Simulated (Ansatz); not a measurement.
**Ge: energy and pressure over a range of volumes**

An exercise on one series of results from a longer session: the logs are not shown, and one member is left open.

Computed with Ansatz 0.2.0 (DFT PBE, scalar-relativistic, unless a step's input says otherwise).

### The system as given

Symmetry: P6_3/mmc, No. 194, hexagonal system. Conventional cell: a = 3.998 Å, b = 3.998 Å, c = 6.599 Å, α = 90.00°, β = 90.00°, γ = 120.00°. Ge (site symmetry 3m) is surrounded by 4 Ge at 2.45 to 2.47 Å.

Coordinates:

```cif
data_structure
_symmetry_space_group_name_H-M 'P6_3/mmc'
_symmetry_Int_Tables_number 194
_cell_length_a 3.9976
_cell_length_b 3.9976
_cell_length_c 6.5994
_cell_angle_alpha 90.000
_cell_angle_beta 90.000
_cell_angle_gamma 120.000
_cell_volume 91.33
loop_
_atom_site_label
_atom_site_type_symbol
_atom_site_symmetry_multiplicity
_atom_site_Wyckoff_symbol
_atom_site_fract_x
_atom_site_fract_y
_atom_site_fract_z
_atom_site_occupancy
Ge1 Ge 4 f 0.66667 0.33333 0.06290 1
```

The file gives the conventional cell by its symmetry; the runs use the cell typed in the input.

Atoms are numbered in the order of the input: Ge1, Ge2, Ge3, Ge4.

The first run:

The input, input.yaml:

```yaml
crystal:
  lattice:
    - [3.9435577898, 0.0, 0.0]
    - [-1.9717788949, 3.4152212273, 0.0]
    - [0.0, 0.0, 6.5101862333]
  atoms:
    - { symbol: Ge, position: [0.6666666667, 0.3333333333, 0.06290125] }
    - { symbol: Ge, position: [0.3333333333, 0.6666666667, 0.56290125] }
    - { symbol: Ge, position: [0.6666666667, 0.3333333333, 0.43709875] }
    - { symbol: Ge, position: [0.3333333333, 0.6666666667, 0.93709875] }
kpoints:
  mp_grid: { grid: [11, 11, 6] }
  band_path:
    path:
      - [0.0, 0.0, 0.0]
      - [0.5, 0.0, 0.0]
      - [0.3333333333, 0.3333333333, 0.0]
      - [0.0, 0.0, 0.0]
      - [0.0, 0.0, 0.5]
      - [0.5, 0.0, 0.5]
      - [0.3333333333, 0.3333333333, 0.5]
      - [0.0, 0.0, 0.5]
      - [0.5, 0.0, 0.5]
    npoints: 5
scf:
  occupations: { method: fermi_dirac, width: 0.05 }
hamiltonian:
  xc: pbe
  pseudopotentials: { kind: all_electron, lapw: { basis_error: 0.001 } }
output:
  forces: true
  stress: true
  eigenvalues: true
```

Started as:

```bash
> ansatz run input.yaml --threads 1 --pin off --max-ram 4096MiB --backend cpu --events-out ev --progress --plain --runs-dir out
```

Steps of the session up to this table: Volume × 0.96, LAPW; Volume × 0.96, PAW; Volume × 0.96, crystal datasets; Volume × 0.99, LAPW; Volume × 0.99, PAW; Volume × 0.99, crystal datasets; Volume × 1.02, LAPW; Volume × 1.02, PAW; Volume × 1.02, crystal datasets; Volume × 1.06, LAPW; Volume × 1.06, PAW; Volume × 1.06, crystal datasets.

One table of the session follows, with a row left open; its other results are not shown here.

```
          method  volume (Å³/atom)  pressure (GPa)  largest force (eV/Å)
            LAPW            21.920            6.15                 0.022
            LAPW            22.605            3.65                 0.010
            LAPW            23.290            1.54                 0.001
            LAPW            24.203           -0.81                 0.013
             PAW            21.920            6.16                 0.022
             PAW            22.605            3.65                 0.010
             PAW            23.290            1.54                 0.001
             PAW            24.203           -0.81                 0.013
crystal datasets            21.920            6.15                 0.022
crystal datasets            22.605               ?                     ?
crystal datasets            23.290            1.54                 0.001
crystal datasets            24.203           -0.81                 0.013
```

Estimate the missing values for crystal datasets, 22.605.

**Answer.** pressure (GPa): 3.64; largest force (eV/Å): 0.010. In the column «pressure (GPa)» it lies between crystal datasets, 23.290 (1.54) and LAPW, 22.605 (3.65).

To keep in mind: Shape and positions are held, so a fully relaxed modulus can be lower. Warnings in the runs' records: crystal datasets made.
